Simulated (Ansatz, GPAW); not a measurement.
One calculation of NaF, 3 ways

```
Na F
1.0
     0.00000    2.32000    2.32000
     2.32000    0.00000    2.32000
     2.32000    2.32000    0.00000
Na F
1 1
Direct
  0.00000 0.00000 0.00000
  0.50000 0.50000 0.50000
```

Alike in all runs: task single point; functional PBE; k mesh 10 × 10 × 10; occupations gaussian, width 0.1 eV; no spin polarisation; no spin-orbit coupling. Pressure is positive in compression and, in plane waves, holds the error of the finite cutoff, which Ansatz's Pulay term estimates and takes out.

```tsv
program and potentials	plane-wave cutoff (eV)	notes	band gap (eV)	pressure (GPa)
Ansatz, Ansatz PAW	420	8 valence electrons an atom on average; Pulay term of +0.46 GPa included	6.29	1.92
Ansatz, all-electron LAPW, scalar-relativistic	-	-	6.29	1.95
GPAW, GPAW PAW data sets (gpaw-data 1.2.1)	800	7 valence electrons an atom on average	6.31	0.70
```

The band gap spans 6.29 (Ansatz, all-electron LAPW, scalar-relativistic) to 6.31 eV (GPAW, GPAW PAW data sets (gpaw-data 1.2.1)), with all-electron results at 6.29. The pressure spans 0.70 (GPAW, GPAW PAW data sets (gpaw-data 1.2.1)) to 1.95 GPa (Ansatz, all-electron LAPW, scalar-relativistic), with all-electron results at 1.95.

Differences between rows come from potentials, basis sets and numerical settings, since the functional is the same but for its coding. Runs on potential files found faulty are left out.
